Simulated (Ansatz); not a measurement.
# Bi (R-3m) in Ansatz: settings compared

Aim: see how the results for Bi move with the level of theory and the settings. Levels: PBE+D3(BJ), revPBE, BPBE. Tasks: electron localisation function, single point, relaxation of the atoms.

All numbers are computed with Ansatz 0.2.0; they aren't measurements. Logs are shortened: lines on timing, memory, paths and dates and some standing lists are left out, and cuts for length are marked.

## (1) The structure

The structure is trigonal, space group R-3m (No. 166). Conventional cell: a = 4.535 Å, b = 4.535 Å, c = 11.814 Å, α = 90.00°, β = 90.00°, γ = 120.00°. Around Bi (site symmetry 3m) lie 6 Bi at 3.06 to 3.52 Å.

## (2) Electron localisation function, PBE+D3(BJ), spin-orbit coupling, no magnetisation

input.yaml

```yaml
crystal:
  lattice:
    - [2.2675, 1.3091417354, 3.938]
    - [-2.2675, 1.3091417354, 3.938]
    - [0.0, -2.6182834708, 3.938]
  atoms:
    - { symbol: Bi, position: [0.766, 0.766, 0.766] }
    - { symbol: Bi, position: [0.234, 0.234, 0.234] }
hamiltonian:
  xc: pbe
  pseudopotentials: { kind: paw_fr }
  dispersion: d3bj
magnetization:
  noncollinear: true
  spin_orbit: true
kpoints:
  mp_grid: { grid: [7, 7, 7] }
scf:
  occupations: { method: gaussian, width: 0.05 }
  lower_state_search: "off"
output:
  forces: true
  stress: true
  eigenvalues: true
  write_density: true
  write_potential: true
  elf: true
  volumetric_format: npy
```

Potentials or basis: Ansatz PAW.

On the command line:

```
> ansatz run input.yaml --threads 1 --pin off --max-ram 2560MiB --backend cpu --events-out ev --progress --plain --runs-dir out
```

Log:

```text
Warning: RAYON_NUM_THREADS=1 ignored (pool sized by the plan → 1); use --threads N
Engine: ansatz 0.2.0, aarch64-unknown-linux-gnu
Pseudopotentials: kind: paw_fr
Pseudopotential: Bi, paw_fr, valence charge 15, recommended cutoff 420 eV (normal), Bi.paw.azcp#standard-fr
Functional definition: PBE
  parameter kappa = 0.804
  parameter beta = 0.06672455060314922
  exchange = pbe_x(kappa = kappa, mu = beta*pi^2/3)
  correlation = pbe_c(beta = beta)
non-collinear run that drives no moment, with spin-orbit: no starting moment large enough to seed its density (crystal.atoms[].spin), no starting occupations that ask for one, no magnetisation constraint and no magnetic field, so the semilocal B_xc is pinned to zero
Crystal: 2 atoms, lattice volume = 70.139 Å³
Basis set: ecut = 420 eV, 1369 PW (Γ), exchange–correlation on 64×64×64 points (8 copies of the dense FFT grid, shifted against one another)
Bands: 38, of which v1, the nominal top of the filled ones, is band 30 counted from 1 (29 counted from 0)
Symmetry: 12 space group operations + 12 with time reversal
Magnetic group: BNS 166.98 (UNI 1328), of the structure as read, at distance tolerance 4.1e-5 Å
k-points: 44 of 343
Projection manifold: j_resolved (fully-relativistic pseudo-atomic orbitals)
Non-local potential: Bi, projectors of the file, l = 0: 2, l = 1: 4, l = 2: 4, l = 3: 4
PAW form: soft (Blöchl's): semilocal exchange-correlation on the pseudo side does not see the compensation charge
PAW one-centre angular grid: Bi, 590 points (default); XC on 96 Gauss nodes
Initial density: superposition of atomic densities (chi_scale 0.1, normalization cell)
Initial wavefunctions: pseudopotential atomic-orbital guess
Functional: x = pbe(κ = 0.804, μ = 0.2195149727645171), c = pbe(β = 0.06672455060314922)
SCF iter   1: F=—  HF=-24877.743499 eV  |F-HF|=—  |Δ(HF+E_count)|=         —  Δρ=9.92e-3  dr2=6.97e-2  dr2_m=0.00e0 (ungated)  ethr=3.10e-3  |M|=0.00e0 ∫|m|=0.00e0 μB  |m|>n=0.0e0 m-floor=0.0e0 τ_xc=0.0e0  β_m=0.30  ⟨swp⟩=9.3  Hψ=4626  notcnv=0
preconditioner: auto → none  [insulator: Δε(μ)=0.054 eV  Ē_g=20.170 eV  σ=0.050 eV  W_gap=0.52  n_scr=14 (ndim 8)  ℏωp=24.3 eV  f_vac=0.000  D(μ)=0.32/eV (n_scr^D=0)  ε∞_Penn≈2.4]
SCF iter   2: F=—  HF=-24877.741699 eV  |F-HF|=—  |Δ(HF+E_count)|=   1.80e-3  Δρ=6.77e-3  dr2=2.98e-2  dr2_m=0.00e0 (ungated)  ethr=2.32e-4  |M|=0.00e0 ∫|m|=0.00e0 μB  |m|>n=0.0e0 m-floor=0.0e0 τ_xc=0.0e0  β_m=0.58  ⟨swp⟩=1.8  Hψ=1092  notcnv=0  defer=80
preconditioner: auto → Kerker (q_TF=auto, 2.368 Å⁻¹)  [metal: Δε(μ)=0.044 eV  Ē_g=20.178 eV  σ=0.050 eV  W_gap=0.43  n_scr=14 (ndim 8)  ℏωp=24.3 eV  f_vac=0.000  D(μ)=0.35/eV (n_scr^D=0)]
spin=Noncollinear: Kerker preconditioning applied to the charge; magnetization (m_x, m_y, m_z) channels mix plain (no charge-response kernel on spin).
SCF iter   3: F=—  HF=-24877.743265 eV  |F-HF|=—  |Δ(HF+E_count)|=   1.57e-3  Δρ=1.30e-3  dr2=1.35e-3  dr2_m=0.00e0 (ungated)  ethr=9.95e-5  |M|=0.00e0 ∫|m|=0.00e0 μB  |m|>n=0.0e0 m-floor=0.0e0 τ_xc=0.0e0  β_m=0.79  ⟨swp⟩=2.9  Hψ=1346  notcnv=0  defer=80
SCF iter   4: F=—  HF=-24877.743130 eV  |F-HF|=—  |Δ(HF+E_count)|=   1.35e-4  Δρ=3.17e-4  dr2=7.14e-5  dr2_m=0.00e0 (ungated)  ethr=4.51e-6  |M|=0.00e0 ∫|m|=0.00e0 μB  |m|>n=0.0e0 m-floor=0.0e0 τ_xc=0.0e0  β_m=0.81  ⟨swp⟩=2.0  Hψ=1402  notcnv=0  defer=80
SCF iter   5: F=—  HF=-24877.743047 eV  |F-HF|=—  |Δ(HF+E_count)|=   8.37e-5  Δρ=1.16e-4  dr2=1.84e-5  dr2_m=0.00e0 (ungated)  ethr=2.38e-7  |M|=0.00e0 ∫|m|=0.00e0 μB  |m|>n=0.0e0 m-floor=0.0e0 τ_xc=0.0e0  β_m=0.90  ⟨swp⟩=2.1  Hψ=1344  notcnv=0  defer=80
SCF iter   6: F=—  HF=-24877.743050 eV  |F-HF|=—  |Δ(HF+E_count)|=   3.12e-6  Δρ=4.27e-5  dr2=2.38e-6  dr2_m=0.00e0 (ungated)  ethr=6.13e-8  |M|=0.00e0 ∫|m|=0.00e0 μB  |m|>n=0.0e0 m-floor=0.0e0 τ_xc=0.0e0  β_m=0.95  ⟨swp⟩=2.0  Hψ=902  notcnv=0  defer=80
SCF iter   7: F=-24877.743051 eV  HF=-24877.743051 eV  |F-HF|=7.62e-8  |Δ(HF+E_count)|=   1.40e-6  Δρ=1.03e-5  dr2=7.70e-8  dr2_m=0.00e0 (ungated)  ethr=3.33e-10  |M|=0.00e0 ∫|m|=0.00e0 μB  |m|>n=0.0e0 m-floor=0.0e0 τ_xc=0.0e0  ⟨swp⟩=13.9  Hψ=6757  notcnv=0
SCF 1 converged in 7 iterations: F = -24877.743051 eV  dr2 = 7.70e-8
SCF converged after 7 iterations
Magnetization: |M| = 0.0000 μB,  M = (+0.0000, +0.0000, +0.0000) μB
Absolute magnetization: 0.0000 μB (∫|m|)
  site 0: m = (+0.0000, +0.0000, +0.0000) μB, |m| = 0.0000 μB  (R = 1.26 Å)
  site 1: m = (+0.0000, +0.0000, +0.0000) μB, |m| = 0.0000 μB  (R = 1.26 Å)
Free energy (F): -24877.743051 eV
Harris-Foulkes:  -24877.743051 eV  (|F-HF|=7.62e-8)
Internal energy: -24877.742590 eV  (E = F + TS)
E sigma→0 (E₀):  -24877.742821 eV
Entropy (-TS):   -0.000461 eV (-0.230 meV/atom)
Fermi energy:    9.771565 eV
--- Per-component energies (eV) ---
  E_band       = -211.965559
  E_kinetic    = 608.786956
  E_local      = -3117.485989  (includes V_loc(G=0)·N_el)
  E_nonlocal   = 1120.919057
  E_hartree    = 1020.078702
  E_xc         = -303.683054
  E_vxc        = -289.496335  (∫ρ·V_xc dr)
  E_paw        = -21411.915592  (= ΣΔE_a)
  E_vpaw       = -574.836426  (= ΣTr[D̂ρ^β])
  E_aug_tail   = -0.000754  (compensation charges beyond the density's cutoff)
  E_ewald      = -2793.531276
  E_disp       = -0.910640  (pairwise vdW)
  E_smearing   = -0.000461  (= −TS)
  E_closure    = -0.000000  (closes the sum)
  Σ components = -24877.743051   (vs F -24877.743051, Δ=0.00e0)
--- Forces (eV/Å), atoms counted from 1 ---
  atom   1  Bi    -0.00000000    -0.00000000    -0.15278268
  atom   2  Bi     0.00000000     0.00000000     0.15278268
  max |Σ_I F_I| component: 2.31e-17 eV/Å
--- Stress (GPa, compression-positive) ---
        1.098473       0.000000      -0.000000
        0.000000       1.098473      -0.000000
       -0.000000      -0.000000       0.737805
  P = ⅓ Tr σ = 0.9783 GPa (9.783 kbar)
--- Band table (eV; the first three rows and the last of 44) ---
  k-point 0: bands = ["-14.5030", "-14.5030", "-14.4907", "-14.4907", "-14.4294", "-14.4294", "-14.4242", "-14.4242", "-11.5956", "-11.5956", "-11.5751", "-11.5751", "-11.5732", "-11.5732", "-11.3535", "-11.3535", "-11.3526", "-11.3526", "-11.3443", "-11.3443", "-3.2226", "-3.2226", "2.5109", "2.5109", "6.8402", "6.8402", "9.0568", "9.0568", "9.2665", "9.2665", "10.7313", "10.7313", "13.1154", "13.1154", "13.4732", "13.4732", "15.4010", "15.4010"]
  k-point 1: bands = ["-14.4991", "-14.4991", "-14.4875", "-14.4875", "-14.4302", "-14.4302", "-14.4253", "-14.4253", "-11.5877", "-11.5877", "-11.5799", "-11.5799", "-11.5499", "-11.5499", "-11.3794", "-11.3794", "-11.3559", "-11.3559", "-11.3469", "-11.3469", "-3.0301", "-3.0301", "2.0544", "2.0544", "6.9581", "6.9581", "9.0049", "9.0049", "9.1892", "9.1892", "10.5176", "10.5176", "12.5398", "12.5398", "12.8526", "12.8526", "14.8413", "14.8413"]
  k-point 2: bands = ["-14.4901", "-14.4901", "-14.4790", "-14.4790", "-14.4337", "-14.4337", "-14.4280", "-14.4280", "-11.5730", "-11.5730", "-11.5597", "-11.5597", "-11.5132", "-11.5132", "-11.4194", "-11.4194", "-11.3851", "-11.3851", "-11.3614", "-11.3614", "-2.4663", "-2.4663", "0.9702", "0.9702", "7.2300", "7.2300", "8.6189", "8.6189", "9.3179", "9.3179", "10.0603", "10.0603", "11.4120", "11.4120", "11.8908", "11.8908", "15.2503", "15.2503"]
  k-point 43: bands = ["-14.4882", "-14.4882", "-14.4703", "-14.4703", "-14.4346", "-14.4346", "-14.4327", "-14.4327", "-11.5656", "-11.5656", "-11.5377", "-11.5377", "-11.5095", "-11.5095", "-11.4215", "-11.4215", "-11.3994", "-11.3994", "-11.3839", "-11.3839", "-1.8410", "-1.8410", "0.0177", "0.0177", "6.7370", "6.7370", "7.8985", "7.8985", "9.1451", "9.1451", "10.5584", "10.5584", "11.5531", "11.5531", "12.8901", "12.8901", "16.2451", "16.2451"]
```

v_z.tsv:

```text
# z_ang	v_es[eV]	v_tot[eV]	b_x[eV]	b_y[eV]	b_z[eV]
# format = ansatz-planar-average/11
# xc	pbe
# density_cutoff_ev	1680
# datasets	Bi=:simpson_from_first_knot:soft
# lattice	2.267500000	1.309141735	3.938000000
# lattice	-2.267500000	1.309141735	3.938000000
# lattice	0.000000000	-2.618283471	3.938000000
# sites	2
# site	83	0.000000000	0.000000000	9.049524000
# site	83	0.000000000	0.000000000	2.764476000
0.000000	6.804192e0	-2.455792e0	0.000000e0	0.000000e0	0.000000e0
0.147781	6.480442e0	-2.822523e0	0.000000e0	0.000000e0	0.000000e0
0.295561	5.583193e0	-3.817887e0	0.000000e0	0.000000e0	0.000000e0
0.443342	4.329056e0	-5.178711e0	0.000000e0	0.000000e0	0.000000e0
0.591123	3.006216e0	-6.595288e0	0.000000e0	0.000000e0	0.000000e0
0.738903	1.865900e0	-7.804039e0	0.000000e0	0.000000e0	0.000000e0
[... 24 lines left out ...]
4.433419	5.583193e0	-3.817887e0	0.000000e0	0.000000e0	0.000000e0
4.581199	6.480442e0	-2.822523e0	0.000000e0	0.000000e0	0.000000e0
```

Wall time 23 s (1 thread of Arm Neoverse V2, shared host); peak memory 0.49 GiB.

Results:

```
Free energy            : -24877.7431 eV
Pressure               : 1.0 GPa
Largest force          : 0.153 eV/Å
Band gap on the k mesh : 0.04 eV, indirect (least direct gap 0.25 eV)
```

Forces on the atoms (eV/Å):
```
Bi   0.000  0.000 -0.153
Bi   0.000  0.000  0.153
```

Levels at points of the mesh, in eV from the valence-band top:
| k point | band 27 | band 28 | band 29 | band 30 | band 31 | band 32 | band 33 | band 34 |
| --- | --- | --- | --- | --- | --- | --- | --- | --- |
| (0.00, 0.00, 0.00) | -0.71 | -0.71 | -0.50 | -0.50 | 0.96 | 0.96 | 3.35 | 3.35 |

Caveat: odd divisions of the mesh miss points on the zone boundary, where band edges often lie, so the gap on the mesh can be too wide. A k mesh can miss the band edges.

## (3) Single point, revPBE, non-collinear spin, antiferromagnetic start, spin-orbit coupling (volume scaled by 1.04)

input.yaml

```yaml
crystal:
  lattice:
    - [2.2973389482, 1.3263692602, 3.9898217322]
    - [-2.2973389482, 1.3263692602, 3.9898217322]
    - [0.0, -2.6527385203, 3.9898217322]
  atoms:
    - { symbol: Bi, position: [0.766, 0.766, 0.766], spin: 0.5, spin_axis: [0.0, 0.0, 0.5] }
    - { symbol: Bi, position: [0.234, 0.234, 0.234], spin: 0.5, spin_axis: [0.0, 0.0, -0.5] }
hamiltonian:
  xc: revpbe
  pseudopotentials: { kind: paw_fr }
magnetization:
  noncollinear: true
  spin_orbit: true
kpoints:
  mp_grid: { grid: [7, 7, 7] }
scf:
  occupations: { method: tetrahedron }
output:
  forces: true
  stress: true
```

Potentials or basis: Ansatz PAW.

On the command line:

```
> ansatz run input.yaml --threads 1 --pin off --max-ram 2560MiB --backend cpu --events-out ev --progress --plain --runs-dir out
```

It took 87 s on 1 thread of Arm Neoverse V2, shared host; peak memory 0.67 GiB.

It converged, with:

```yaml
Free_energy: -24898.9390 eV
Pressure: 2.2 GPa
Band_gap_on_the_k_mesh: 0.03 eV, indirect (least direct gap 0.24 eV)
Net_moment: 0.00 μB per cell
Absolute_moment: 0.00 μB per cell
```

Forces on the atoms (eV/Å):
```
Bi   0.000  0.000 -0.003
Bi   0.000  0.000  0.003
```

Stress tensor (GPa, compression positive):
```
2.25 0.00 0.00
0.00 2.25 0.00
0.00 0.00 2.13
```

Levels at points of the mesh, in eV from the valence-band top:
| k point | band 27 | band 28 | band 29 | band 30 | band 31 | band 32 | band 33 | band 34 |
| --- | --- | --- | --- | --- | --- | --- | --- | --- |
| (0.00, 0.00, 0.00) | -0.68 | -0.68 | -0.48 | -0.48 | 0.88 | 0.88 | 3.26 | 3.26 |

Moments on the atoms (μB; x, y, z):
```
Bi  0.00 0.00 0.00
Bi  0.00 0.00 0.00
```

Caveat: odd divisions of the mesh miss points on the zone boundary, where band edges often lie, so the gap on the mesh can be too wide; the PAW data sets come from PBE, with cores solved anew for the run's functional, which leaves a small shift of forces and pressure; with tetrahedron occupations forces and stress needn't match the slope of the energy; the starting moments weren't kept; the thresholds are loose for stress.

## (4) Relaxation of the atoms, BPBE, spin-orbit coupling, no magnetisation (atoms moved at random, drawn with an rms of 0.05 Å)

input.yaml

```yaml
crystal:
  lattice:
    - [2.2675, 1.3091417354, 3.938]
    - [-2.2675, 1.3091417354, 3.938]
    - [0.0, -2.6182834708, 3.938]
  atoms:
    - { symbol: Bi, position: [0.763931, 0.763771, 0.761773] }
    - { symbol: Bi, position: [0.232891, 0.244773, 0.225245] }
hamiltonian:
  xc: { exchange: b88, correlation: pbe }
  pseudopotentials: { kind: paw_fr }
magnetization:
  noncollinear: true
  spin_orbit: true
kpoints:
  mp_grid: { grid: [6, 6, 6] }
scf:
  occupations: { method: fermi_dirac, width: 0.1 }
output:
  forces: true
  stress: true
  write_density: true
  write_potential: true
  elf: true
  volumetric_format: npy
relax:
  f_tol: 0.01
  max_steps: 40
```

On the command line:

```
> ansatz run input.yaml --threads 1 --pin off --max-ram 2560MiB --backend cpu --events-out ev --progress --plain --runs-dir out
```

Wall time 1.8 min (1 thread of Arm Neoverse V2, shared host); peak memory 0.78 GiB.

Results (log left out):

```yaml
Free_energy: -24966.7757 eV
Energy_gained_by_relaxing: 0.8 meV/atom
Ionic_steps: 3
Pressure_after_relaxing: 2.7 GPa
Band_gap_on_the_k_mesh: none (metal or under the smearing width)
```

Stress tensor (GPa, compression positive):
```
2.77 0.00 0.00
0.00 2.76 0.00
0.00 0.00 2.58
```

Step by step:
| step | energy change (eV) | largest force (eV/Å) |
| --- | --- | --- |
| 1 | 0.0000 | 0.0706 |
| 2 | -0.0012 | 0.0320 |
| 3 | -0.0015 | 0.0009 |

Final structure:
```
CELL_PARAMETERS angstrom
2.26750 1.30914 3.93800
-2.26750 1.30914 3.93800
0.00000 -2.61828 3.93800
ATOMIC_POSITIONS crystal
Bi 0.76329 0.76908 0.75843
Bi 0.23353 0.23946 0.22859
```

Levels at points of the mesh, in eV from the Fermi level:
```tsv
k point	band 27	band 28	band 29	band 30	band 31	band 32	band 33	band 34
(0.00, 0.00, 0.00)	-0.73	-0.73	-0.49	-0.49	0.97	0.97	3.41	3.41
(0.00, 0.00, -0.50)	-1.88	-1.88	-0.11	-0.11	-0.02	-0.02	0.74	0.74
(0.00, -0.50, 0.00)	-1.88	-1.88	-0.11	-0.11	-0.02	-0.02	0.74	0.74
(0.00, -0.50, -0.50)	-3.81	-3.81	-2.41	-2.41	2.34	2.34	3.99	3.99
(-0.50, 0.00, 0.00)	-1.88	-1.88	-0.11	-0.11	-0.02	-0.02	0.74	0.74
(-0.50, 0.00, -0.50)	-3.81	-3.81	-2.41	-2.41	2.34	2.34	3.99	3.99
(-0.50, -0.50, 0.00)	-3.81	-3.81	-2.41	-2.41	2.34	2.34	3.99	3.99
(-0.50, -0.50, -0.50)	-1.37	-1.37	0.12	0.12	0.31	0.31	0.98	0.98
```

Caveat: the PAW data sets come from PBE, with cores solved anew for the run's functional, which leaves a small shift of forces and pressure; the thresholds are loose for stress.

## (5) Overview

| task | level | spin | cell | k mesh | smearing | other keys | gap on the mesh (eV) | pressure (GPa) |
| --- | --- | --- | --- | --- | --- | --- | --- | --- |
| electron localisation function | PBE+D3(BJ) | SOC, no magnetisation | as given | 7 × 7 × 7 | gaussian 0.05 eV | scf.lower_state_search = off | 0.04 | 1.0 |
| single point | revPBE | non-collinear, antiferromagnetic start, SOC | volume scaled by 1.04 | 7 × 7 × 7 | tetrahedron | - | 0.03 | 2.2 |
| relaxation of the atoms | BPBE | SOC, no magnetisation | atoms relaxed from: atoms moved at random, drawn with an rms of 0.05 Å | 6 × 6 × 6 | fermi-dirac 0.1 eV | - | none | 2.7 |

Alike in all rows: potentials or basis Ansatz PAW; cutoff (eV) 420.

Caveats: odd divisions of the mesh miss points on the zone boundary, where band edges often lie, so the gap on the mesh can be too wide (some runs); the PAW data sets come from PBE, with cores solved anew for the run's functional, which leaves a small shift of forces and pressure (some runs); the thresholds are loose for stress (some runs); with tetrahedron occupations forces and stress needn't match the slope of the energy (some runs); the starting moments weren't kept (some runs).

Absolute energies hang on the potentials; compare differences alone.
